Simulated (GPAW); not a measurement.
# SnTe (Fm-3m) in GPAW: single point with PBE

Aim: the single point of SnTe with PBE.

Program: GPAW 26.7.0. These are calculated values, not measurements. Logs are shortened: lines on timing, memory, paths and dates and some standing lists are left out, and cuts for length are marked. The log counts tension as positive stress, the text compression.

**What was measured.**

A printed reference work, textbook reports, for a bulk crystal of SnTe at 300 K: band gap 0.18 eV (direct).

The runs below are set against these values where they give the same quantity.

**1. The structure**

Symmetry: Fm-3m, No. 225, cubic system. The conventional cell has a = 6.302 Å, b = 6.302 Å, c = 6.302 Å, α = 90.00°, β = 90.00°, γ = 90.00°. Around Te (site symmetry m-3m) lie 6 Sn at 3.15 Å. Sn (site symmetry m-3m) has 6 Te at 3.15 Å as nearest neighbours.

**2. Single point, PBE**

The input, run.py:

```python
from ase.dft.bandgap import bandgap
from ase.io import read, write
from ase.units import GPa
from gpaw import GPAW, PW

atoms = read('SnTe.xyz')

calc = GPAW(mode=PW(450),
            xc='PBE',
            kpts={'size': (6, 6, 6), 'gamma': True},
            occupations={'name': 'fermi-dirac', 'width': 0.05},
            nbands=19,
            maxiter=120,
            txt='gpaw.txt')
atoms.calc = calc
energy = atoms.get_potential_energy()
forces = atoms.get_forces()
stress = atoms.get_stress()
calc.write('gs.gpw')
write('result.traj', atoms)
print(f'Energy: {energy:.6f} eV')
print('Forces (eV/A):')
print(forces.round(4))
print('Stress (GPa):', (stress / GPa).round(3))
print('Fermi level:', round(calc.get_fermi_level(), 4), 'eV')
print(f'Gap: {bandgap(calc)[0]:.4f} eV, direct: {bandgap(calc, direct=True)[0]:.4f} eV')
```

The input, SnTe.xyz:

```xyz
2
Lattice="0.0000000000 3.1508500000 3.1508500000 3.1508500000 0.0000000000 3.1508500000 3.1508500000 3.1508500000 0.0000000000" Properties=species:S:1:pos:R:3 pbc="T T T"
Te     3.1508500000      3.1508500000      3.1508500000
Sn     0.0000000000      0.0000000000      0.0000000000
```

Potentials or basis: GPAW PAW data sets (gpaw-data 1.2.1), pw.

Launch:

```bash
> OMP_NUM_THREADS=1 python run.py
```

gpaw.txt:

```text
__  _  _
 | _ |_)|_||  |
 |__||  | ||/\| - 26.7.0

Input parameters:
  mode=PW(ecut=450.00000000000006),
  kpts=MonkhorstPack(size=(6, 6, 6), gamma=True),
  maxiter=120,
  nbands=19,
  occupations=Occupations(name='fermi-dirac', width=0.05),
  xc=XC(name='PBE')

Diagonalizing LCAO Hamiltonian
Converting LCAO to pw mode

                 Te

       Sn

Atoms  # Å, Bohr magnetons
|   | symbol |        x |        y |        z |    initial magnetic moments |
|---|--------|----------|----------|----------|-----------------------------|
| 0 |     Te | 3.150850 | 3.150850 | 3.150850 | ( 0.0000,  0.0000,  0.0000) |
| 1 |     Sn | 0.000000 | 0.000000 | 0.000000 | ( 0.0000,  0.0000,  0.0000) |

Unit cell  # Å
| periodic |        x |        y |        z |  lengths |    angles |
|----------|----------|----------|----------|----------|-----------|
|      yes | 0.000000 | 3.150850 | 3.150850 | 4.455975 | 60.000000 |
|      yes | 3.150850 | 0.000000 | 3.150850 | 4.455975 | 60.000000 |
|      yes | 3.150850 | 3.150850 | 0.000000 | 4.455975 | 60.000000 |

Number of symmetries: 48
Symmetry operations  # r_c * U_cc + t_c -> r_c
|    | kind |            matrix            |
|----|------|------------------------------|
|  0 |  σ   |  1, 0, 0,  1, 0,-1,  1,-1, 0 |
|  1 |  C2  |  1, 0, 0,  1,-1, 0,  1, 0,-1 |
|  2 |  E   |  1, 0, 0,  0, 1, 0,  0, 0, 1 |
|  3 |  σ   |  1, 0, 0,  0, 0, 1,  0, 1, 0 |
|  4 |  C4  |  1, 0,-1,  1, 0, 0,  1,-1, 0 |
|  5 |  S6  |  1, 0,-1,  1,-1, 0,  1, 0, 0 |
|  6 |  σ   |  1, 0,-1,  0, 1,-1,  0, 0,-1 |
|  7 |  C3  |  1, 0,-1,  0, 0,-1,  0, 1,-1 |
|  8 |  S6  |  1,-1, 0,  1, 0, 0,  1, 0,-1 |
|  9 |  C4  |  1,-1, 0,  1, 0,-1,  1, 0, 0 |
| 10 |  C3  |  1,-1, 0,  0,-1, 1,  0,-1, 0 |
| 11 |  σ   |  1,-1, 0,  0,-1, 0,  0,-1, 1 |
| 12 |  σ   |  0, 1, 0,  1, 0, 0,  0, 0, 1 |
| 13 |  C4  |  0, 1, 0,  0, 1,-1, -1, 1, 0 |
| 14 |  C3  |  0, 1, 0,  0, 0, 1,  1, 0, 0 |
| 15 |  S6  |  0, 1, 0, -1, 1, 0,  0, 1,-1 |
| 16 |  C2  |  0, 1,-1,  1, 0,-1,  0, 0,-1 |
| 17 |  σ   |  0, 1,-1,  0, 1, 0, -1, 1, 0 |
| 18 |  S4  |  0, 1,-1,  0, 0,-1,  1, 0,-1 |
| 19 |  C4  |  0, 1,-1, -1, 1, 0,  0, 1, 0 |
| 20 |  C3  |  0, 0, 1,  1, 0, 0,  0, 1, 0 |
| 21 |  σ   |  0, 0, 1,  0, 1, 0,  1, 0, 0 |
| 22 |  S6  |  0, 0, 1,  0,-1, 1, -1, 0, 1 |
| 23 |  C4  |  0, 0, 1, -1, 0, 1,  0,-1, 1 |
| 24 |  S4  |  0, 0,-1,  1, 0,-1,  0, 1,-1 |
| 25 |  C3  |  0, 0,-1,  0, 1,-1,  1, 0,-1 |
| 26 |  C2  |  0, 0,-1,  0,-1, 0, -1, 0, 0 |
| 27 |  S6  |  0, 0,-1, -1, 0, 0,  0,-1, 0 |
| 28 |  S4  |  0,-1, 1,  1,-1, 0,  0,-1, 0 |
| 29 |  C4  |  0,-1, 1,  0, 0, 1, -1, 0, 1 |
| 30 |  C2  |  0,-1, 1,  0,-1, 0,  1,-1, 0 |
| 31 |  σ   |  0,-1, 1, -1, 0, 1,  0, 0, 1 |
| 32 |  C3  |  0,-1, 0,  1,-1, 0,  0,-1, 1 |
| 33 |  S6  |  0,-1, 0,  0, 0,-1, -1, 0, 0 |
| 34 |  S4  |  0,-1, 0,  0,-1, 1,  1,-1, 0 |
| 35 |  C2  |  0,-1, 0, -1, 0, 0,  0, 0,-1 |
| 36 |  C2  | -1, 1, 0,  0, 1, 0,  0, 1,-1 |
| 37 |  S6  | -1, 1, 0,  0, 1,-1,  0, 1, 0 |
| 38 |  S4  | -1, 1, 0, -1, 0, 1, -1, 0, 0 |
| 39 |  C3  | -1, 1, 0, -1, 0, 0, -1, 0, 1 |
| 40 |  S6  | -1, 0, 1,  0, 0, 1,  0,-1, 1 |
| 41 |  C2  | -1, 0, 1,  0,-1, 1,  0, 0, 1 |
| 42 |  C3  | -1, 0, 1, -1, 1, 0, -1, 0, 0 |
| 43 |  S4  | -1, 0, 1, -1, 0, 0, -1, 1, 0 |
| 44 |  C2  | -1, 0, 0,  0, 0,-1,  0,-1, 0 |
| 45 |  i   | -1, 0, 0,  0,-1, 0,  0, 0,-1 |
| 46 |  σ   | -1, 0, 0, -1, 1, 0, -1, 0, 1 |
| 47 |  C2  | -1, 0, 0, -1, 0, 1, -1, 1, 0 |

BZ-sampling:
  Number of BZ points: 216
  Number of IBZ points: 16
[... 61 lines left out ...]
    |   5p |  4.000 |      -5.955 |    1.196 |
    |    s |        |      12.123 |    1.180 |
    |    p |        |      21.256 |    1.196 |
    |    d |        |       0.000 |    1.238 |

    Using partial waves for Te as LCAO basis

  Sn:
    name:    Tin
    Z:       50.0
    valence: 14
    core:    36
    charge:  0.0  # [|e|]
    compensation charges:
      type: gauss
      rc: 0.38  # [Å]
      lmax: 2
    cutoffs:
      filter: 2.23  # [Å]
      core: 2.35  # [Å]
    projectors
    | kind |    occ | energy [eV] | rcut [Å] |
    |------|--------|-------------|----------|
    |   5s |  2.000 |     -10.538 |    1.201 |
    |   5p |  2.000 |      -3.696 |    1.270 |
    |   4d | 10.000 |     -25.845 |    1.185 |
    |    s |        |      16.674 |    1.201 |
    |    p |        |      23.515 |    1.270 |
    |    d |        |       1.367 |    1.185 |

    Using partial waves for Sn as LCAO basis

Reference energy: -352801.376741  # eV

eigensolver:
  PPCG
  Converge bands: occupied
  niter=2

density mixing:
  MSR1-Mixer
  Pratt-step length: 0.05
  Maximum mixing coefficient: 0.75
  Old densities: 10
  SVD Regularization: 0.005
  Good broyden scale: 1.0
  Trust region scale: 1.0
  Backstep threshold: 4.0
  History deletion threshold: 6.0
  Fourier metric: weight=20.0, sigma=0.015

occupation numbers:
  Fermi-Dirac:
    width: 0.0500  # eV

poisson solver:
  ecut: 3600.0000000000005  # eV

xc functional:
  name: PBE with 2 nearest neighbor stencil

convergence criteria:
- Maximum [total energy] change in last 3 cyles: 0.0005 eV / valence electron
- Maximum integral of absolute [dens]ity change: 0.0001 electrons / valence electron
- Maximum integral of absolute [eigenst]ate change: 4e-08 eV^2 / valence electron
maximum number of iterations: 120

SCF iterations
|iter     | |      energy | eigst |  dens |
|---------|-|-------------|-------|-------|
|iter:   1| |   -7.805248 | -0.19 |       |
|iter:   2| |   -7.798922 | -2.34 | -1.48 |
|iter:   3| |   -7.768024 | -2.72 | -1.52 |
|iter:   4| |   -7.769308 | -4.18 | -2.11 |
|iter:   5| |   -7.769523c| -4.81 | -2.61 |
|iter:   6| |   -7.769532c| -6.25 | -3.32 |
|iter:   7| |   -7.769533c| -7.58c| -4.17c|

Converged in 7 steps
Energy contributions relative to reference atoms: (reference = -352801.376741)

Energy contributions:
  Kinetic:          15.261312
  Coulomb:         -15.306884
  Zero:              0.185958
  External:          0.000000
  Xc:               -7.908823
  Entropy:          -0.002192
  Spinorbit:         0.000000
  ----------------------------
  Free energy:      -7.770629
  Extrapolated:     -7.769533

dipole moment: (-21.374850, -21.374850, -21.374850)  # |e|*Ang

Fermi level: 6.521
Eigenvalues  # (at kpt = [0.000, 0.000, 0.000])
| band index |      eig [eV] | occ [0-2] |
|------------|---------------|-----------|
|          0 |       -15.434 |     2.000 |
|        ... |               |           |
|          2 |       -15.427 |     2.000 |
|          3 |       -15.427 |     2.000 |
|          4 |       -15.427 |     2.000 |
|          5 |        -6.329 |     2.000 |
|          6 |         1.800 |     2.000 |
|          7 |         4.307 |     2.000 |
[... 9 lines left out ...]
|         17 |        13.377 |     0.000 |
|         18 |        13.377 |     0.000 |

Gap: 0.106 eV
Transition (v -> c):
  (s=0, k=15, n=9, [0.50, 0.50, 0.50]) -> (s=0, k=15, n=10, [0.50, 0.50, 0.50])
No difference between direct/indirect transitions

Forces  # eV/Ang
|        x |        y |        z |
|----------|----------|----------|
| -0.00000 | -0.00000 |  0.00000 |  # Te   0
|  0.00000 |  0.00000 | -0.00000 |  # Sn   1

Stress tensor  # eV/Ang^3
|         x |         y |         z |
|-----------|-----------|-----------|
| -0.007574 | -0.000000 |  0.000000 |
| -0.000000 | -0.007574 |  0.000000 |
|  0.000000 |  0.000000 | -0.007574 |

# Writing to gs.gpw (mode='')
```

Run time: 9.3 s. Hardware: 1 thread of Arm Neoverse V1, shared host; peak memory 0.15 GiB.

Results:

```
Free energy            : -7.7706 eV
Pressure               : 1.2 GPa
Band gap on the k mesh : 0.11 eV, direct
```

Levels at points of the mesh, in eV from the valence-band top:
| k point | band 8 | band 9 | band 10 | band 11 | band 12 | band 13 |
| --- | --- | --- | --- | --- | --- | --- |
| (0.00, 0.00, 0.00) | -2.16 | -2.16 | -2.16 | 3.33 | 3.33 | 3.33 |
| (0.50, 0.50, 0.00) | -5.59 | -3.76 | -3.76 | 2.17 | 4.91 | 4.91 |
| (0.50, 0.50, 0.50) | -1.82 | -1.82 | 0.00 | 0.11 | 0.35 | 0.35 |

Caveat: the cutoff is short for stress and forces, so pressures can be off by a GPa or more; spin-orbit coupling is left out, which moves the levels of the heavy elements.

**3. How close it comes**

Step 2. Measured gap of SnTe: 0.18 eV (direct; 300 K; a printed reference work, textbook). This calculation gives 0.11 eV (-0.07 eV). Spin-orbit coupling on Sn, Te is left out. The value is that of PBE on a finite k mesh, which can miss the band edges, without temperature or zero-point motion. Semilocal functionals fall short of measured gaps as a rule.
